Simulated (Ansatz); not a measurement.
BeO (wurtzite), relaxed with PBE (Ansatz, an electronic-structure program, plane waves, PAW): a = b = 2.712 Å, c = 4.404 Å, α = β = 90.00°, γ = 120.00°.

| Property | Value |
|---|---|
| gap (eV) | 7.46 |
| B₀ by P(V) fit (GPa) | 209 |

### Question
The same phase is relaxed and computed with HSE06 in the same code. What are the cell and these values now?

### Answer
a = b = 2.6856 Å, c = 4.3592 Å, α = β = 90.00°, γ = 120.00°.

- gap (eV): 9.64
- B₀ by P(V) fit (GPa): 228

All cells were relaxed under the symmetry of their starts (and spin orders); stability against distortions was not tested throughout.

Potentials: the earlier of the program's two PAW sets. The files were generated under PBE; for other functionals the program regenerates the frozen cores, and for LDA and PBEsol the local potential too.

Ansatz is a plane-wave DFT program.
